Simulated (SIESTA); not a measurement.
# Ag under changes of volume

One of the cells (17.048 Å³/atom); the others are scaled copies at fixed shape and fractional positions:

```
Ag
1.0
     0.00000    2.04275    2.04275
     2.04275    0.00000    2.04275
     2.04275    2.04275    0.00000
Ag
1
Direct
  0.00000 0.00000 0.00000
```

```yaml
Program: SIESTA 5.4.2
Functional: PBE
Potentials_or_basis: SG15 1.2 (PBE files) or PseudoDojo by element
Basis: DZP (energy shift 0.003 Ry; two zetas on semicore shells)
Grid_cutoff: 800 Ry
Energy_shift: 0.003 Ry
k_mesh: 11 × 11 × 11
Occupations: fermi-dirac, width 0.05 eV
Spin: no spin polarisation
```

```tsv
volume (Å³/atom)	energy over the lowest point (meV/atom)	pressure (GPa)
16.025	?	?
16.366	14.96	6.7
16.707	4.26	3.6
17.048	0.00	0.8
17.389	0.84	-1.4
17.730	5.94	-3.4
18.071	15.04	-5.0
```

**Question.** What does the run at 16.025 Å³/atom give?

**Answer.** Energy over the lowest point 32.21 meV/atom; pressure 10.1 GPa.

Worked out: A Birch-Murnaghan fit of order 3 (a polynomial in V^(-2/3)) to the other rows has its minimum at 17.16 Å³/atom with B0 = V·E''(V) = 117 GPa (rough, since the energies scatter). It gives 32.80 meV/atom at 16.025 Å³/atom, against the run's 32.21, and -dE/dV = 10.3 GPa, against 10.1.

Energies are extrapolated to zero smearing.

Caveats: the basis of atomic orbitals isn't converged, which shifts pressures, moduli and gaps.
